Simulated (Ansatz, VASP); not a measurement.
# One calculation of C, two programs

File INCAR:

```
SYSTEM = C
ALGO = Normal ; EDIFF = 1E-6
ENCUT = 520 ; ISIF = 2
ISMEAR = -1 ; LASPH = .TRUE.
LCHARG = .TRUE. ; LELF = .TRUE.
LREAL = .FALSE. ; LVHAR = .TRUE.
LWAVE = .FALSE. ; NBANDS = 11
NELM = 60 ; PREC = Accurate
SIGMA = 0.05
```

Contents of KPOINTS:

```
k-points
0
G
  13 13 13
  0 0 0
```

File POSCAR:

```
C
1.0
    0.0000000000      1.7658874545      1.7658874545
    1.7658874545      0.0000000000      1.7658874545
    1.7658874545      1.7658874545      0.0000000000
C
2
Direct
    0.5000000000      0.5000000000      0.5000000000
    0.7500000000      0.7500000000      0.7500000000
```

Input for Ansatz:

```yaml
crystal:
  lattice:
    - [0.0, 1.7658874545, 1.7658874545]
    - [1.7658874545, 0.0, 1.7658874545]
    - [1.7658874545, 1.7658874545, 0.0]
  atoms:
    - { symbol: C, position: [0.5, 0.5, 0.5] }
    - { symbol: C, position: [0.75, 0.75, 0.75] }
hamiltonian:
  xc: lda
  pseudopotentials:
    kind: paw
    azcp:
      C: "pseudopotentials/C.paw.azcp"
basis:
  ecutwfc: 420
  fft_grid_basis: typed
kpoints:
  mp_grid: { grid: [13, 13, 13], shift: [0, 0, 0] }
magnetization:
  spin_polarized: false
scf:
  occupations: { method: fermi_dirac, width: 0.05 }
  lower_state_search: "off"
output:
  stress: true
```

Alike in both runs: task single point; functional LDA; k mesh 13 × 13 × 13; occupations fermi-dirac, width 0.05 eV; no spin polarisation.

|  | VASP | Ansatz |
| --- | --- | --- |
| version | VASP 6.6.1 | Ansatz 0.2.0 |
| potentials or method | VASP PAW LDA potentials, release 64 (C) | plane waves (420 eV) with PAW, scalar-relativistic |
| plane-wave cutoff (eV) | 520 | 420 |
| valence electrons in the cell | 8 | 8 |

|  | VASP | Ansatz | Ansatz less VASP |
| --- | --- | --- | --- |
| pressure (GPa) | 1.6 | 0.0 | -1.63 |

Ansatz warned: «pseudo_functional_mismatch».
